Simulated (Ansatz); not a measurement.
SnO2:

```xyz
12
Lattice="-3.2489 3.4145 3.4140 3.2489 -3.4145 3.4140 3.2489 3.4145 -3.4140" Properties=species:S:1:pos:R:3 pbc="T T T"
Sn   -1.6244    1.7072    1.7070
Sn    1.6244    1.7072    1.7070
Sn    3.2489   -1.7072    1.7316
Sn    0.0000    5.1217    1.6824
O     1.6068    1.7072    3.7998
O    -1.6068    1.7072    3.7998
O     0.0000    0.3858    1.6793
O     0.0000    3.0287    1.6793
O     3.2489    0.3858    1.7347
O     4.8557    1.7072   -0.3858
O     3.2489    3.0287    1.7347
O     1.6421    1.7072   -0.3858
```

The cell is a database's computed one.

Base run:

| Quantity | Value |
| --- | --- |
| Program | Ansatz 0.2.0 |
| Functional | LDA |
| Potentials or basis | Ansatz PAW |
| Cutoff | 420 eV |
| Density cutoff | 1680 eV |
| k mesh | 6 × 6 × 6 |
| Occupations | fermi-dirac, width 0.05 eV |
| Spin | no spin polarisation |

Its results: band gap on the k mesh 0.48 eV; pressure -11.4 GPa; largest force 0.146 eV/Å.

**Question.** After a change of settings the same cell gave: band gap on the k mesh 0.72 eV; pressure 3.1 GPa; largest force 0.057 eV/Å. Which change was it?
A. functional from LDA to r2SCAN; cutoff from 420 eV to 500 eV; density cutoff from 1680 eV to 2000 eV
B. functional from LDA to PBE; occupations from fermi-dirac, width 0.05 eV to gaussian, width 0.014 eV
C. functional from LDA to RPBE
D. functional from LDA to PBEsol; k mesh from 6 × 6 × 6 to 5 × 5 × 5

**Answer.** C.

RPBE binds less tightly than LDA, so the same cell stands under more pressure.

Caveats: spin-orbit coupling is left out, which moves the levels of the heavy elements; the PAW data sets come from PBE, with cores solved anew for the run's functional, which leaves a small shift of forces and pressure; the potentials were made for another functional, which shifts forces and pressure (some runs).

Not every run made on this cell is shown here.
